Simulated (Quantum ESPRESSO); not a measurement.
**Ca in Quantum ESPRESSO: the effect of functional**

Ca:

```xyz
1
Lattice="0.0000 2.7942 2.7942 2.7942 0.0000 2.7942 2.7942 2.7942 0.0000" Properties=species:S:1:pos:R:3 pbc="T T T"
Ca    0.0000    0.0000    0.0000
```

Alike in all runs:

```yaml
Program: Quantum ESPRESSO 7.5
Task: phonons
Cutoff: 612 eV
Density_cutoff: 4898 eV
k_mesh: 7 × 7 × 7
Occupations: cold, width 0.2 eV
Spin: no spin polarisation
```

Each run relaxes the cell or the atoms first.

One run gave: relaxed volume 38.01 Å³/atom; highest phonon frequency 194 cm⁻¹. Which functional did it use?
A. PBEsol
B. vdW-DF-cx
C. PW91
D. LDA
E. WC

D.

```tsv
functional	potentials or basis	relaxed volume (Å³/atom)	highest phonon frequency (cm⁻¹)
LDA	GBRV 1.5 LDA	38.01	194
PBE	GBRV 1.5 PBE	42.12	174
PBEsol	GBRV 1.5 PBEsol	40.55	182
WC	GBRV 1.5 PBE	40.63	180
PW91	GBRV 1.5 PBE	41.81	177
RPBE	GBRV 1.5 PBE	44.26	162
vdW-DF-cx	GBRV 1.5 PBE	40.76	183
```

Caveats: the mesh is thin for the phonons of a metal; the q point doesn't lie on the k mesh, which can shift a metal's frequencies strongly unless the mesh is converged; the potentials were made for another functional, which shifts forces and pressure (some runs).

Not every run made on this cell is shown here.
